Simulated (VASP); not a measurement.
Input of a VASP 6.6.1 run:

Contents of INCAR:

```
ALGO = Fast ; EDIFF = 1E-6
ENCUT = 520 ; ISIF = 2
ISMEAR = 0 ; KPAR = 4
LASPH = True ; LCHARG = False
LREAL = False ; LWAVE = False
NELM = 80 ; PREC = Accurate
SIGMA = 0.03
```

KPOINTS

```
k-points
0
Gamma
  6 6 6
```

The input POSCAR:

```
CuCl
1.0
    0.0000000000      2.7028500000      2.7028500000
    2.7028500000      0.0000000000      2.7028500000
    2.7028500000      2.7028500000      0.0000000000
Cu Cl
1 1
Direct
    0.0000000000      0.0000000000      0.0000000000
    0.2500000000      0.2500000000      0.2500000000
```

Potentials or basis: VASP PAW LDA potentials, release 64 (Cu, Cl).

Command:

```bash
$ cat potpaw_LDA.64/Cu/POTCAR potpaw_LDA.64/Cl/POTCAR > POTCAR
$ mpirun -np 4 vasp_std > vasp.out
```

(1) What does it give for the band gap on the k mesh?

(2) Predict the pressure.

Answers

(1) 0.43 eV, direct.

(2) -6.1 GPa.

**Measured values to compare with.**

A printed reference work, data compilation reports, for a bulk crystal of CuCl at 4.2 K: band gap 3.399 eV (direct).

Measured gap of CuCl: 3.399 eV (direct; 4.2 K; a printed reference work, data compilation). This calculation gives 0.43 eV (-2.97 eV). So large a miss can be the level of theory's own, or it may mean another phase, state or a wrong row. The value is that of LDA, without temperature or zero-point motion. Semilocal functionals fall short of measured gaps as a rule.
